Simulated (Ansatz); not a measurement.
The system is P.

```
P
1.0
     1.64774   -5.46504    0.00000
     1.64774    5.46504    0.00000
     0.00000    0.00000    4.54364
P
4
Direct
  0.90414 0.09586 0.58882
  0.09586 0.90414 0.41118
  0.59586 0.40414 0.08882
  0.40414 0.59586 0.91118
```

Base run:

* Program: Ansatz 0.2.0
* Functional: PBE0
* Potentials or basis: Ansatz PAW
* Cutoff: 420 eV (not typed: the program's choice for these potentials)
* k mesh: 5 × 5 × 4
* Occupations: fermi-dirac, width 0.05 eV
* Spin: no spin polarisation

Its results: band gap on the k mesh 1.68 eV, direct; pressure -0.2 GPa; largest force 0.145 eV/Å.

Problem. After a change of settings the same cell gave: band gap on the k mesh 0.49 eV, direct; pressure 3.9 GPa; largest force 0.355 eV/Å. Which change was it?
A. functional from PBE0 to LDA
B. functional from PBE0 to RPBE
C. functional from PBE0 to BLYP
D. functional from PBE0 to r2SCAN; cutoff from 420 eV (not typed: the program's choice for these potentials) to 500 eV (not typed: the program's choice for these potentials)

Solution. B.

PBE0 gives the wider gap, since exact exchange removes part of the self-interaction.

Caveats: odd divisions of the mesh miss points on the zone boundary, where band edges often lie, so the gap on the mesh can be too wide; the PAW data sets come from PBE, with cores solved anew for the run's functional, which leaves a small shift of forces and pressure; the density of states is complete only up to the lowest level of the last band computed; the thresholds are loose for stress (some runs).

Runs at the PBE level aren't shown here.
